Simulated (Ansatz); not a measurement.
# An O vacancy in perovskite KTaO3, 39 atoms, charge 0

How high is the barrier for this jump? The start is relaxed, a band joins it to the far end, and PBEsol and HSE06 are the levels used.

Program: Ansatz 0.2.0, PAW, plane waves. These are calculated values, not measurements.

## 1. Starting point

39 atoms (8 K, 8 Ta, 23 O); a = 7.971 Å, b = 7.971 Å, c = 7.971 Å, α = 90.00°, β = 90.00°, γ = 90.00°. All atoms were shaken off their sites by about 0.02 Å along each axis. Defect site 1: (0.250, 0.250, 0.500).

Steps to follow: (2) PBEsol relaxation at the single k point (¼, ¼, ¼), on 1 × NVIDIA GB200 with 8 threads of Arm Neoverse-V2; (3) HSE06 single point at the single k point (¼, ¼, ¼), on 1 × NVIDIA GB200 with 8 threads of Arm Neoverse-V2; (4) PBEsol band at the single k point (¼, ¼, ¼), on 1 × NVIDIA GB200 with 8 threads of Arm Neoverse-V2; (5) HSE06 single point at the single k point (¼, ¼, ¼), on 1 × NVIDIA GB200 with 8 threads of Arm Neoverse-V2.

## 2. Relaxing the atoms with PBEsol

Contents of in.yaml:

```yaml
crystal:
  lattice:
    - [7.970878, 0.000000, 0.000000]
    - [0.000000, 7.970878, 0.000000]
    - [0.000000, 0.000000, 7.970878]
  atoms:
    - { symbol: K, position: [0.000574, 0.001846, 0.996665] }
    - { symbol: K, position: [0.004422, 0.998523, 0.497900] }
    - { symbol: K, position: [0.000942, 0.496567, 0.999127] }
    - { symbol: K, position: [0.999249, 0.498173, 0.501062] }
    - { symbol: K, position: [0.500198, 0.998385, 0.000858] }
    - { symbol: K, position: [0.499208, 0.003244, 0.498437] }
    - { symbol: K, position: [0.500970, 0.502093, 0.998092] }
    - { symbol: K, position: [0.502638, 0.498706, 0.500779] }
    - { symbol: Ta, position: [0.250184, 0.249310, 0.252548] }
    - { symbol: Ta, position: [0.252380, 0.246706, 0.749362] }
    - { symbol: Ta, position: [0.246561, 0.749681, 0.251281] }
    - { symbol: Ta, position: [0.253958, 0.748937, 0.752826] }
    - { symbol: Ta, position: [0.752993, 0.250361, 0.249465] }
    - { symbol: Ta, position: [0.749546, 0.248842, 0.747230] }
    - { symbol: Ta, position: [0.749933, 0.746747, 0.246234] }
    - { symbol: Ta, position: [0.746738, 0.750528, 0.748230] }
    - { symbol: O, position: [0.252389, 0.246009, 0.000578] }
    - { symbol: O, position: [0.249518, 0.746763, 0.000464] }
    - { symbol: O, position: [0.248174, 0.752099, 0.498615] }
    - { symbol: O, position: [0.749638, 0.252197, 0.999976] }
    - { symbol: O, position: [0.748112, 0.246581, 0.500406] }
    - { symbol: O, position: [0.751096, 0.751151, 0.998902] }
    - { symbol: O, position: [0.754272, 0.750491, 0.496912] }
    - { symbol: O, position: [0.004085, 0.247496, 0.250076] }
    - { symbol: O, position: [0.995583, 0.243802, 0.751369] }
    - { symbol: O, position: [0.996234, 0.747147, 0.249060] }
    - { symbol: O, position: [0.999056, 0.749486, 0.746087] }
    - { symbol: O, position: [0.495018, 0.252204, 0.251552] }
    - { symbol: O, position: [0.495178, 0.253816, 0.754692] }
    - { symbol: O, position: [0.504110, 0.754037, 0.246466] }
    - { symbol: O, position: [0.500806, 0.751372, 0.748217] }
    - { symbol: O, position: [0.253745, 0.000433, 0.251734] }
    - { symbol: O, position: [0.249242, 0.001163, 0.744158] }
    - { symbol: O, position: [0.253433, 0.498227, 0.248314] }
    - { symbol: O, position: [0.245624, 0.500788, 0.751039] }
    - { symbol: O, position: [0.752811, 0.996460, 0.252239] }
    - { symbol: O, position: [0.747094, 0.998555, 0.753901] }
    - { symbol: O, position: [0.745857, 0.497686, 0.251893] }
    - { symbol: O, position: [0.752312, 0.499757, 0.752023] }
  symmetry: { detect: false }
kpoints:
  mp_grid: { grid: [1, 1, 1], shift: [0.25, 0.25, 0.25] }
hamiltonian:
  xc: pbesol
scf:
  occupations: { method: fermi_dirac, width: 0.01 }
relax:
  f_tol: 0.03
  max_steps: 80
  escape_saddle: false
  adjacent_minimum: "off"
output:
  forces: true
  eigenvalues: true
  populations: true
```

The run is started by

```sh
$ ansatz run in.yaml --threads 8 --pin off --max-ram 118750MiB --runs-dir r --events-out ev --progress --plain --backend cuda --devices 0, --max-vram 170GiB
```

The runs that follow: HSE06 single point; Elastic band between the two sites; HSE06 single point.

What does the calculation give? Wanted: for each run, top filled to lowest empty.

As calculated:

```
                   level         time  top filled to lowest empty (eV)
      PBEsol, relaxation  5.4 s (GPU)                             0.47
                   HSE06  6.4 s (GPU)                             1.15
HSE06, at the band's top    7 s (GPU)                             0.77
```

```
                   quantity                             value
                 relaxation  9 recorded steps, 0.54 eV gained
              largest shift                      0.14 Å (Ta9)
barrier forwards, backwards                     1.72, 1.72 eV
                       jump                       O by 2.72 Å
            band iterations                                 9
    top less start by HSE06                           1.97 eV
```

**What this shows.** Relaxation gains 0.54 eV, with shifts up to 0.14 Å (Ta9). The PBEsol barrier is 1.72 eV forwards and 1.72 eV back, about 66 times kT at 300 K. The cell's size and k points aren't converged for it. The program's check left the order of the top open. On the same two geometries HSE06 gives 1.97 eV. At the same k points, PBEsol gives a spacing 0.68 eV smaller than the 1.15 eV of HSE06. In a defect cell this spacing can involve defect levels, so it need not be the gap.
